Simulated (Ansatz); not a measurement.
# TiAl2: under pressure

An exercise on one series of results from a longer session: the logs are not shown, and one member is left open.

Method: DFT PBEsol, scalar-relativistic, plane waves, PAW, in Ansatz 0.2.0.

2 further runs of the same task are left out: 2 set aside as unsound or not needed.

## The system as given

It takes space group Cmmm (No. 65, orthorhombic). Conventional cell: a = 3.901 Å, b = 12.053 Å, c = 3.972 Å, α = 90.00°, β = 90.00°, γ = 90.00°. Around Ti (site symmetry m2m) lie 10 Al at 2.71 to 2.86 Å and 2 Ti at 2.99 Å. Around Al (site symmetry mmm) lie 4 Ti at 2.71 Å and 8 Al at 2.78 to 2.88 Å. Around Al (site symmetry m2m) lie 6 Al at 2.69 to 2.88 Å and 6 Ti at 2.79 to 2.86 Å. Around Al (site symmetry mmm) lie 4 Ti at 2.74 Å and 8 Al at 2.78 to 2.85 Å.

As a file:

```
CELL_PARAMETERS angstrom
1.95033 -6.02628 0.00000
1.95033 6.02628 0.00000
0.00000 0.00000 3.97242
ATOMIC_POSITIONS crystal
Ti 0.65622 0.34378 0.00000
Ti 0.34378 0.65622 0.00000
Al 0.00000 0.00000 0.00000
Al 0.82710 0.17290 0.50000
Al 0.17290 0.82710 0.50000
Al 0.50000 0.50000 0.50000
```

This cell was relaxed beforehand with the same method: volume 15.56 Å³/atom, gap on the mesh none (metal).

Set-up of the first run:

Contents of input.yaml:

```yaml
crystal:
  lattice:
    - [1.9688183523, -6.0833910856, 0.0]
    - [1.9688183523, 6.0833910856, 0.0]
    - [0.0, 0.0, 4.0100738835]
  atoms:
    - { symbol: Ti, position: [0.6562199824, 0.3437800176, 0.0] }
    - { symbol: Ti, position: [0.3437800176, 0.6562199824, 0.0] }
    - { symbol: Al, position: [0.0, 0.0, 0.0] }
    - { symbol: Al, position: [0.8270962382, 0.1729037618, 0.5] }
    - { symbol: Al, position: [0.1729037618, 0.8270962382, 0.5] }
    - { symbol: Al, position: [0.5, 0.5, 0.5] }
basis:
  ecutwfc: 420
kpoints:
  mp_grid: { grid: [10, 10, 10] }
hamiltonian:
  xc: pbesol
scf:
  occupations: { method: gaussian, width: 0.1 }
output:
  forces: true
  stress: true
  eigenvalues: true
relax:
  adjacent_minimum: "off"
  f_tol: 0.008
  max_steps: 50
  cell: { stress_tol: 0.08, p_target: -3.0 }
```

Command:

```sh
ansatz run input.yaml --threads 1 --pin off --max-ram 2560MiB --backend cpu --events-out ev --progress --plain --runs-dir out
```

Steps of the session up to this table: Relaxing at -3 GPa; Target pressure 3 GPa; Target pressure 8 GPa; Target pressure 15 GPa; 30 GPa; Target pressure 60 GPa.

One table of the session follows, with a row left open; its other results are not shown here.

Lengths are those of the vectors of the cell that was run:

```
P (GPa)  V (Å³/atom)  a (Å)  b (Å)  c (Å)  ΔH (eV/atom)
     -3        16.00  6.391  6.391  4.010        -0.295
      0        15.56  6.334  6.334  3.972         0.000
      3            ?      ?      ?      ?             ?
      8        14.64  6.209  6.209  3.889         0.753
     15        14.00  6.119  6.119  3.829         1.378
     30        12.96  5.969  5.969  3.728         2.637
     60        11.59  5.758  5.758  3.583         4.926
```

Estimate the missing values for P (GPa) = 3.

Worked estimate for «V (Å³/atom)». A straight line through the neighbours (0, 15.56) and (8, 14.64) gives 15.56 + (14.64 − 15.56) × (3 − 0) / (8 − 0) = 15.21; a parabola fitted to 4 rows on both sides gives 15.19.

**Answer.** V (Å³/atom): 15.18; a (Å): 6.282; b (Å): 6.282; c (Å): 3.938; ΔH (eV/atom): 0.288. In «V (Å³/atom)» the line misses by +0.03 and the parabola by +0.01.

ΔH is E + PV over the energy at zero pressure; a, b and c are the vectors of the computed cell. 
